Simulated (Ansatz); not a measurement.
**GaP (F-43m), clamped-ion strain scan**

Level of theory: DFT r2SCAN, scalar-relativistic, plane waves, PAW in Ansatz 0.2.0. Cutoff 500 eV, Γ-centred 8×8×8 k-points, Gaussian smearing of 0.05 eV. No spin polarisation. Energies are free energies at this smearing, counted from the undisturbed cell; pressure is positive in compression.

Reference structure (as given, not relaxed at this level; it stands at 0.0 GPa):

```
CELL_PARAMETERS angstrom
0.00000 2.72525 2.72525
2.72525 0.00000 2.72525
2.72525 2.72525 0.00000
ATOMIC_POSITIONS crystal
Ga 0.00000 0.00000 0.00000
P 0.75000 0.75000 0.75000
```

The cell is strained by ε times the Voigt pattern (0, 1, 0, 0, 0, 0) (xx, yy, zz, yz, xz, xy; engineering shear) with fractional coordinates fixed.

```
      ε  ΔE (meV/atom)
-0.0400           15.1
-0.0300            8.4
-0.0200            3.8
 0.0000            0.0
 0.0100            0.8
 0.0300            7.8
 0.0400           13.8
```

Predict the pressure (GPa) at each point.

| ε | pressure (GPa) |
| --- | --- |
| -0.0400 | 3.9 |
| -0.0300 | 2.9 |
| -0.0200 | 1.9 |
| 0.0000 | 0.0 |
| 0.0100 | -0.8 |
| 0.0300 | -2.4 |
| 0.0400 | -3.1 |